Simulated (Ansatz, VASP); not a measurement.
## One calculation of KF, two programs

```
K F
1.0
     0.00000    2.65441    2.65441
     2.65441    0.00000    2.65441
     2.65441    2.65441    0.00000
K F
1 1
Direct
  0.00000 0.00000 0.00000
  0.50000 0.50000 0.50000
```

The cell is a database's computed one.

Alike in both runs: task single point; functional PBE; k mesh 8 × 8 × 8; occupations gaussian, width 0.1 eV; no spin polarisation.

|  | VASP | Ansatz |
| --- | --- | --- |
| version | VASP 6.6.1 | Ansatz 0.2.0 |
| potentials or method | VASP PAW PBE potentials, release 64 (K_sv, F) | scalar-relativistic, plane waves, PAW |
| plane-wave cutoff (eV) | 520 | 420 |
| valence electrons in the cell | 16 | 16 |

```tsv
	VASP	Ansatz	Ansatz less VASP
gap on the k mesh at the Fermi level (eV)	6.27	6.29	+0.017
least direct gap on the mesh (eV)	6.27	6.29	+0.017
pressure (GPa)	2.2	2.1	-0.06
```

The functional is the same, so the differences come from potentials, cutoffs and numerics.

A k mesh can miss the band edges. Expect the measured gap to be larger: semilocal functionals such as PBE lack the derivative discontinuity.
